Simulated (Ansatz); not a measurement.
# Ni: magnetic orders on spinors

Aim: compare arrangements of the moments in a cell of Ni on spinors, without spin-orbit coupling. The runs shown use PAW. Its runs: parallel moments (PAW); parallel moments on spinors (PAW); moments turn by 120 degrees from cell to cell along q = [0, 0, 1]/3 (PAW); moments start ++- on spinors (PAW).

Program: Ansatz 0.2.0. Level of theory: DFT, LDA, PAW with Ansatz's default frozen-core files, scalar-relativistic. These are calculated values, not measurements.

### Step 1. The starting structure

The structure is cubic, space group Fm-3m (No. 225). Conventional cell: a = 3.524 Å, b = 3.524 Å, c = 3.524 Å, α = 90.00°, β = 90.00°, γ = 90.00°. Ni (site symmetry m-3m) is surrounded by 12 Ni at 2.49 Å.

As a file:

```
CELL_PARAMETERS angstrom
0.00000 1.76194 1.76194
-1.76194 1.76194 0.00000
-3.52387 -3.52387 3.52387
ATOMIC_POSITIONS crystal
Ni 0.00000 0.00000 0.00000
Ni 0.33333 0.33333 0.33333
Ni 0.66667 0.66667 0.66667
```

In patterns such as +-, the signs follow the magnetic atoms in the order of the input.

Atoms are numbered in the order of the input: Ni1, Ni2, Ni3.

### Step 2. Parallel moments, PAW

Contents of input.yaml:

```yaml
crystal:
  lattice:
    - [0.0, 1.761935, 1.761935]
    - [-1.761935, 1.761935, 0.0]
    - [-3.52387, -3.52387, 3.52387]
  atoms:
    - { symbol: Ni, position: [0.0, 0.0, 0.0], spin: 1.5 }
    - { symbol: Ni, position: [0.3333333333, 0.3333333333, 0.3333333333], spin: 1.5 }
    - { symbol: Ni, position: [0.6666666667, 0.6666666667, 0.6666666667], spin: 1.5 }
magnetization:
  spin_polarized: true
kpoints:
  mp_grid: { grid: [14, 14, 5] }
scf:
  occupations: { method: fermi_dirac, width: 0.1 }
  lower_state_search: "off"
hamiltonian:
  xc: lda
  pseudopotentials: { kind: paw }
output:
  forces: true
  stress: true
  eigenvalues: true
```

Command:

```
$ ansatz run input.yaml --threads 2 --pin off --max-ram 6144MiB --backend cpu --events-out ev --progress --plain --runs-dir out
```

Standard output, cut to the lines that bear on the results:

```text
[...]
Pseudopotentials: kind: paw
Pseudopotential: Ni, paw, valence charge 18, recommended cutoff 420 eV (normal)
Functional definition: SPW92
[...]
Crystal: 3 atoms, lattice volume = 32.819 Å³
Basis set: ecut = 420 eV, 603 PW (Γ)
Bands: 36, of which v1, the nominal top of the filled ones, is band 27 counted from 1 (26 counted from 0)
Symmetry: 36 space group operations
Space group: Fm-3m (ITA 225), of the structure as read, at distance tolerance 3.2e-5 Å
Magnetic group: BNS 225.116 (UNI 1618), of the structure as read, at distance tolerance 3.2e-5 Å
k-points: 104 of 980
[...]
Starting moments: Σ|m| = 4.5 μB on 3 of 3 sites
[...]
SCF iter   1: F=—  HF=-17319.688190 eV  |F-HF|=—  |Δ(HF+E_count)|=         —  Δρ=7.07e-2 (↑7.07e-2 ↓7.00e-2)  dr2=1.35e-2  dr2_m=1.47e0  M=2.441 μB ∫|m|=2.616 μB  β_m=0.30  ethr=2.48e-5  ⟨swp⟩=2.0  Hψ=38472  notcnv=0
[...]
spin=Collinear: Kerker preconditioning applied to the charge; magnetization (m = ρ↑ − ρ↓) channel mixes plain (no charge-response kernel on spin).
[...]
spin-set hold released at iteration 8 (site moments contracting): the magnetisation degrees of freedom join the quasi-Newton model from the next iteration; the mixer history was flushed
[...]
SCF iter  15: F=-17320.053963 eV  HF=-17320.053963 eV  |F-HF|=7.28e-12  |Δ(HF+E_count)|=   8.66e-8  Δρ=6.87e-6 (↑1.52e-6 ↓6.87e-6)  dr2=6.97e-9  dr2_m=2.58e-9  M=1.767 μB ∫|m|=1.958 μB  ethr=1.85e-10  ⟨swp⟩=4.9  Hψ=31272  notcnv=0
[...]
SCF converged after 15 iterations
Magnetization: 1.7669 μB (27.8834 up, 26.1166 down)
Absolute magnetization: 1.9599 μB (∫|ρ↑−ρ↓|, with the PAW one-centre terms)
Spin contamination: 0.0129 ħ² per cell (⟨S²⟩ above its minimum at these occupations)
Per-site moments (μB) at R_I (Å): [(0.6168317544377463, 1.0278478538706834), (0.6168317544377463, 1.0278478538706837), (0.6168317544377465, 1.0278478538706834)]
Free energy (F): -17320.053963 eV
[...]
E sigma→0 (E₀):  -17319.967274 eV
Entropy (-TS):   -0.173378 eV (-57.793 meV/atom)
Fermi energy:    17.570621 eV
[...]
--- Forces (eV/Å), atoms counted from 1 ---
  atom   1  Ni     0.00000000    -0.00000000     0.00000000
  atom   2  Ni    -0.00000000    -0.00000000     0.00000000
  atom   3  Ni    -0.00000000     0.00000000     0.00000000
[...]
--- Stress (GPa, compression-positive) ---
      -17.572829       0.033651      -0.033651
        0.033651     -17.572829      -0.033651
       -0.033651      -0.033651     -17.572829
  P = ⅓ Tr σ = -17.5728 GPa (-175.728 kbar)
--- Band table (eV; the first three rows and the last of 208) ---
[...]
```

Wall time 12 s (2 threads of Arm Neoverse V1, shared host); peak memory 0.42 GiB.

In short: total moment 1.77 μB; site moments Ni1 0.62, Ni2 0.62, Ni3 0.62 μB; pressure -17.57 GPa; no gap.

### Step 3. Parallel moments on spinors, PAW

Contents of input.yaml:

```yaml
crystal:
  lattice:
    - [0.0, 1.761935, 1.761935]
    - [-1.761935, 1.761935, 0.0]
    - [-3.52387, -3.52387, 3.52387]
  atoms:
    - { symbol: Ni, position: [0.0, 0.0, 0.0], spin: 0.6, spin_axis: [0.0, 0.0, 1.0] }
    - { symbol: Ni, position: [0.3333333333, 0.3333333333, 0.3333333333], spin: 0.6, spin_axis: [0.0, 0.0, 1.0] }
    - { symbol: Ni, position: [0.6666666667, 0.6666666667, 0.6666666667], spin: 0.6, spin_axis: [0.0, 0.0, 1.0] }
magnetization:
  noncollinear: true
kpoints:
  mp_grid: { grid: [14, 14, 5] }
scf:
  occupations: { method: fermi_dirac, width: 0.1 }
  lower_state_search: "off"
hamiltonian:
  xc: lda
  pseudopotentials: { kind: paw }
output:
  eigenvalues: false
```

Command:

```
$ ansatz run input.yaml --threads 2 --pin off --max-ram 6144MiB --backend cpu --events-out ev --progress --plain --runs-dir out
```

Standard output, cut to the lines that bear on the results:

```text
settings of this run that can trade accuracy for cost: output.eigenvalues: false. Do not mix this run's numbers with those of runs without the same settings; the input reference describes each key
[...]
[... 3 set-up lines as earlier in the session ...]
[...]
Crystal: 3 atoms, lattice volume = 32.819 Å³
Basis set: ecut = 420 eV, 603 PW (Γ)
Bands: 66, of which v1, the nominal top of the filled ones, is band 54 counted from 1 (53 counted from 0)
Symmetry: 36 space group operations + 36 with time reversal
Moments: of one size on atoms that these operations exchange, one fixing the others by the rotation that the starting moments gave each, and all in one plane where the starting moments lie in one or along one axis (crystal.symmetry.detect: false holds none)
k-points: 104 of 980
[...]
SCF iter  15: F=-17320.053963 eV  HF=-17320.053963 eV  |F-HF|=6.83e-8  |Δ(HF+E_count)|=   8.84e-8  Δρ=2.13e-5  dr2=7.71e-8  dr2_m=7.81e-10  ethr=1.03e-10  |M|=1.77e0 ∫|m|=1.96e0 μB  |m|>n=0.0e0 m-floor=0.0e0 τ_xc=6.8e-33  ⟨swp⟩=3.0  Hψ=15941  notcnv=0
[...]
SCF converged after 15 iterations
Magnetization: |M| = 1.7669 μB,  M = (-0.0000, +0.0000, +1.7669) μB
Absolute magnetization: 1.9599 μB (∫|m|, with the PAW one-centre terms)
  site 0: m = (-0.0000, +0.0000, +0.6168) μB, |m| = 0.6168 μB  (R = 1.03 Å)
  site 1: m = (-0.0000, +0.0000, +0.6168) μB, |m| = 0.6168 μB  (R = 1.03 Å)
  site 2: m = (-0.0000, +0.0000, +0.6168) μB, |m| = 0.6168 μB  (R = 1.03 Å)
Free energy (F): -17320.053963 eV
[...]
E sigma→0 (E₀):  -17319.967274 eV
Entropy (-TS):   -0.173378 eV (-57.793 meV/atom)
Fermi energy:    17.570491 eV
[...]
settings of this run that can trade accuracy for cost: output.eigenvalues: false. Do not mix this run's numbers with those of runs without the same settings; the input reference describes each key
```

Run time: 74 s. Hardware: 2 threads of Arm Neoverse V1, shared host; peak memory 0.5 GiB.

Read from it: total moment 1.77 μB; moments (x, y, z) Ni1 (0.00, 0.00, 0.62), Ni2 (0.00, 0.00, 0.62), Ni3 (0.00, 0.00, 0.62) μB.

### Step 4. Moments turn by 120 degrees from cell to cell along q = [0, 0, 1]/3, PAW

Contents of input.yaml:

```yaml
crystal:
  lattice:
    - [0.0, 1.761935, 1.761935]
    - [-1.761935, 1.761935, 0.0]
    - [-3.52387, -3.52387, 3.52387]
  atoms:
    - { symbol: Ni, position: [0.0, 0.0, 0.0], spin: 0.6, spin_axis: [1.0, 0.0, 0.0] }
    - { symbol: Ni, position: [0.3333333333, 0.3333333333, 0.3333333333], spin: 0.6, spin_axis: [-0.5, -0.8660254, 0.0] }
    - { symbol: Ni, position: [0.6666666667, 0.6666666667, 0.6666666667], spin: 0.6, spin_axis: [-0.5, 0.8660254, 0.0] }
magnetization:
  noncollinear: true
kpoints:
  mp_grid: { grid: [14, 14, 5] }
scf:
  occupations: { method: fermi_dirac, width: 0.1 }
  lower_state_search: "off"
hamiltonian:
  xc: lda
  pseudopotentials: { kind: paw }
output:
  eigenvalues: false
```

Command:

```
$ ansatz run input.yaml --threads 2 --pin off --max-ram 6144MiB --backend cpu --events-out ev --progress --plain --runs-dir out
```

Standard output, cut to the lines that bear on the results:

```text
settings of this run that can trade accuracy for cost: output.eigenvalues: false. Do not mix this run's numbers with those of runs without the same settings; the input reference describes each key
[...]
[... 3 set-up lines as earlier in the session ...]
[...]
Crystal: 3 atoms, lattice volume = 32.819 Å³
Basis set: ecut = 420 eV, 603 PW (Γ)
Bands: 66, of which v1, the nominal top of the filled ones, is band 54 counted from 1 (53 counted from 0)
[... 1 set-up line as earlier in the session ...]
Moments: of one size on atoms that these operations exchange, one fixing the others by the rotation that the starting moments gave each, and all in one plane where the starting moments lie in one or along one axis (crystal.symmetry.detect: false holds none)
k-points: 104 of 980
[...]
Starting moments: Σ|m| = 1.8 μB on 3 of 3 sites
[...]
WARN: the starting moments were not kept: the SCF closed with an absolute magnetisation of 5.0e-5 μB, where they sum to 1.8 μB in size (3 sites). That is at most 0.1 of that sum. Measured as dr2_m measures the in/out step, that magnetisation stands 2.3e-9 eV from none, at or under the [...]
SCF converged after 24 iterations
Magnetization: |M| = 0.0000 μB,  M = (+0.0000, -0.0000, +0.0000) μB
Absolute magnetization: 0.0001 μB (∫|m|, with the PAW one-centre terms)
  site 0: m = (-0.0000, -0.0000, -0.0000) μB, |m| = 0.0000 μB  (R = 1.03 Å)
  site 1: m = (+0.0000, +0.0000, -0.0000) μB, |m| = 0.0000 μB  (R = 1.03 Å)
  site 2: m = (+0.0000, -0.0000, -0.0000) μB, |m| = 0.0000 μB  (R = 1.03 Å)
Free energy (F): -17319.979132 eV
[...]
E sigma→0 (E₀):  -17319.845566 eV
Entropy (-TS):   -0.267132 eV (-89.044 meV/atom)
Fermi energy:    17.436372 eV
[...]
settings of this run that can trade accuracy for cost: output.eigenvalues: false. Do not mix this run's numbers with those of runs without the same settings; the input reference describes each key
```

Wall time 69 s (2 threads of Arm Neoverse V1, shared host); peak memory 0.61 GiB.

In short: total moment 0.00 μB; the starting moments were lost.

### Step 5. Moments start ++- on spinors, PAW

Contents of input.yaml:

```yaml
crystal:
  lattice:
    - [0.0, 1.761935, 1.761935]
    - [-1.761935, 1.761935, 0.0]
    - [-3.52387, -3.52387, 3.52387]
  atoms:
    - { symbol: Ni, position: [0.0, 0.0, 0.0], spin: 0.6, spin_axis: [0.0, 0.0, 1.0] }
    - { symbol: Ni, position: [0.3333333333, 0.3333333333, 0.3333333333], spin: 0.6, spin_axis: [0.0, 0.0, 1.0] }
    - { symbol: Ni, position: [0.6666666667, 0.6666666667, 0.6666666667], spin: 0.6, spin_axis: [0.0, 0.0, -1.0] }
magnetization:
  noncollinear: true
kpoints:
  mp_grid: { grid: [14, 14, 5] }
scf:
  occupations: { method: fermi_dirac, width: 0.1 }
  lower_state_search: "off"
hamiltonian:
  xc: lda
  pseudopotentials: { kind: paw }
output:
  eigenvalues: false
```

Command:

```
$ ansatz run input.yaml --threads 2 --pin off --max-ram 6144MiB --backend cpu --events-out ev --progress --plain --runs-dir out
```

Standard output, cut to the lines that bear on the results:

```text
settings of this run that can trade accuracy for cost: output.eigenvalues: false. Do not mix this run's numbers with those of runs without the same settings; the input reference describes each key
[...]
[... 3 set-up lines as earlier in the session ...]
[...]
Crystal: 3 atoms, lattice volume = 32.819 Å³
Basis set: ecut = 420 eV, 603 PW (Γ)
Bands: 66, of which v1, the nominal top of the filled ones, is band 54 counted from 1 (53 counted from 0)
Symmetry: 12 space group operations + 12 with time reversal
Moments: of one size on atoms that these operations exchange, one fixing the others by the rotation that the starting moments gave each, and all in one plane where the starting moments lie in one or along one axis (crystal.symmetry.detect: false holds none)
k-points: 104 of 980
[...]
SCF iter  28: F=-17320.053963 eV  HF=-17320.053963 eV  |F-HF|=2.63e-9  |Δ(HF+E_count)|=   1.80e-9  Δρ=2.72e-6  dr2=2.04e-9  dr2_m=2.12e-10  ethr=1.17e-10  |M|=1.77e0 ∫|m|=1.96e0 μB  |m|>n=0.0e0 m-floor=0.0e0 τ_xc=2.7e-31  ⟨swp⟩=2.6  Hψ=12959  notcnv=0
[...]
SCF converged after 28 iterations
Magnetization: |M| = 1.7669 μB,  M = (+0.0000, -0.0000, +1.7669) μB
Absolute magnetization: 1.9598 μB (∫|m|, with the PAW one-centre terms)
  site 0: m = (+0.0000, -0.0000, +0.6168) μB, |m| = 0.6168 μB  (R = 1.03 Å)
  site 1: m = (+0.0000, -0.0000, +0.6168) μB, |m| = 0.6168 μB  (R = 1.03 Å)
  site 2: m = (+0.0000, -0.0000, +0.6168) μB, |m| = 0.6168 μB  (R = 1.03 Å)
Free energy (F): -17320.053963 eV
[...]
E sigma→0 (E₀):  -17319.967273 eV
Entropy (-TS):   -0.173380 eV (-57.793 meV/atom)
Fermi energy:    17.570607 eV
[...]
settings of this run that can trade accuracy for cost: output.eigenvalues: false. Do not mix this run's numbers with those of runs without the same settings; the input reference describes each key
```

Run time: 2.4 min. Hardware: 2 threads of Arm Neoverse V1, shared host; peak memory 0.5 GiB.

Result: total moment 1.77 μB; moments (x, y, z) Ni1 (0.00, 0.00, 0.62), Ni2 (0.00, 0.00, 0.62), Ni3 (0.00, 0.00, 0.62) μB.

### Step 6. The series in one table

The reference is each method's run with parallel moments; energies are per magnetic atom (3 in the cell).

| run | method | energy from the method's reference (meV/magnetic atom) | total moment (μB) | largest site moment (μB) | cycles | time |
| --- | --- | --- | --- | --- | --- | --- |
| parallel moments on spinors | PAW | 0.0 | 1.77 | 0.62 | 15 | 74 s |
| moments turn by 120 degrees from cell to cell along q = [0, 0, 1]/3 | PAW | 24.9 | 0.00 | 0.00 | 24 | 69 s |
| moments start ++- on spinors | PAW | 0.0 | 1.77 | 0.62 | 28 | 2.4 min |

### Step 7. Outcome

```
                                       quantity                            value
lowest state (PAW), reached from several starts  Ni1 0.62, Ni2 0.62, Ni3 0.62 μB
```

By PAW the starts «moments start ++- on spinors» and «parallel moments on spinors» end in one state, the lowest found. In «moments turn by 120 degrees from cell to cell along q = [0, 0, 1]/3» the moments died away, leaving the non-magnetic state, a higher solution that the SCF fell into. A run can end in another pattern than it began with. Only this cell's orders were tried, so longer waves of spin are out of reach. Other magnetic orders may lie lower; this is the state that the run reached. The k mesh (14×14×5) wasn't tested for convergence.
